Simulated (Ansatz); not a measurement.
System: spinel MgAl2O4. Method: LDA (Ansatz, an electronic-structure program, plane waves, PAW).

Settings: plane-wave cutoff 520 eV, 8×8×8 k mesh, Fermi–Dirac smearing 0.01 eV, scalar-relativistic PAW data made under PBE.

Computed at the level's own relaxed cell.

Problem. Estimate the lattice constant a, band gap and smallest direct gap on the k points sampled that the calculation returns.

Solution. 
* **lattice constant a**: 8.023 Å
* **band gap**: 5.52 eV
* **smallest direct gap on the k points sampled**: 5.53 eV

Measured, for comparison: band gap 7.8 eV (temperature not stated, not corrected to a static lattice; as tabulated in Neo et al. (2023), doi:10.1002/gch2.202200236); lattice constant a 8.074 Å (0 K, fit to 77–300 K taken to 0 K; as tabulated in Grimes and Al-Ajaj (1992), doi:10.1088/0953-8984/4/30/004). Computed (rounded) less measured: band gap -2.28 eV, lattice constant a -0.6 %.

The computed numbers hold no vibrational or temperature effects.

The result took roughly 80 core-seconds.
